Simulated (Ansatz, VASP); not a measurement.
# Si: VASP beside Ansatz

```xyz
2
Lattice="0.0000 2.7350 2.7350 2.7350 0.0000 2.7350 2.7350 2.7350 0.0000" Properties=species:S:1:pos:R:3 pbc="T T T"
Si    4.1026    4.1026    4.1026
Si    2.7350    2.7350    2.7350
```

Alike in both runs: functional PBE; k mesh 8 × 8 × 8; occupations gaussian, width 0.02 eV; no spin polarisation.

Ansatz relaxed the structure, and its values are those at the end. VASP's run is a single point on that final structure, the one shown.

```csv
,VASP,Ansatz
version,VASP 6.6.1,Ansatz 0.2.0
potentials or method,"VASP PAW PBE potentials, release 64 (Si)","scalar-relativistic, plane waves, PAW"
plane-wave cutoff (eV),520,420
valence electrons in the cell,8,8
```

Ansatz gave:

- gap on the k mesh at the Fermi level (eV): 0.65
- least direct gap on the mesh (eV): 2.55
- pressure (GPa): 0.0

Q: Estimate VASP's values.

A: gap on the k mesh at the Fermi level (eV): 0.65; least direct gap on the mesh (eV): 2.56; pressure (GPa): -0.1.

A k mesh can miss the band edges.
